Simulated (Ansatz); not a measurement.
Runs of Ansatz 0.2.0 on Re. The structure is cubic, space group Fm-3m (No. 225). Conventional cell: a = 3.950 Å, b = 3.950 Å, c = 3.950 Å, α = 90.00°, β = 90.00°, γ = 90.00°. Re (site symmetry m-3m) has 12 Re at 2.79 Å as nearest neighbours. This isn't the form of Re at room conditions, which is hcp.

```tsv
task	level	potentials or basis	spin	cell	k mesh	cutoff (eV)	smearing	points for each segment of the path	other keys	mesh quality	gap on the mesh (eV)	pressure (GPa)	moment (μB)
band structure	HSE06+D3(BJ)	Ansatz PAW	collinear, ferromagnetic start	as given	7 × 7 × 7	420	gaussian 0.02 eV	4	-	coarse	none	-30.1	0.16
atomic charges	exchange-only PBE	Ansatz PAW polarizable	off	volume scaled by 1.08	12 × 12 × 12	420	cold 0.01 eV	-	-	not flagged	none	(a)	-
single point	PBE	Ansatz PAW	off	as given	12 × 12 × 12	420	fermi-dirac 0.05 eV	-	-	not flagged	none	-9.0	-
ladder of functionals	PBE+D3(BJ)-ATM	PseudoDojo standard (PBE files)	collinear, ferromagnetic start	cell strained at random at fixed volume	9 × 9 × 9	980	gaussian 0.1 eV	-	hamiltonian.pseudopotentials = kind nc, accuracy standard	not flagged	none	-13.0	0.00
single point	HSE06	Ansatz NC	off	as given	8 × 8 × 8	980	methfessel-paxton 0.025 eV	-	-	not flagged	none	-16.8	-
single point	PBE	Ansatz PAW	off	cell strained at random at fixed volume	12 × 12 × 12	420	fermi-dirac 0.05 eV	-	-	not flagged	none	-8.0	-
```

Estimate the missing entries.

(a) -3.0.

Caveats: some runs use coarse meshes; pairwise dispersion overbinds metals, which lowers pressure and volume (some runs); the PAW data sets come from PBE, with cores solved anew for the run's functional, which leaves a small shift of forces and pressure (some runs); the thresholds are loose for stress (some runs); the magnetic or orbital state may not be the lowest (some runs); a pressure of tens of GPa on the cell as given is suspect, and the run, the potentials or the cell itself is likely at fault (some runs); spin-orbit coupling is left out, which moves the levels of the heavy elements (some runs); the starting moments weren't kept (some runs).

A k mesh can miss the band edges, and the runs leave out spin-orbit coupling on Re.

A gap of «none» marks a metal or a gap under the smearing width.
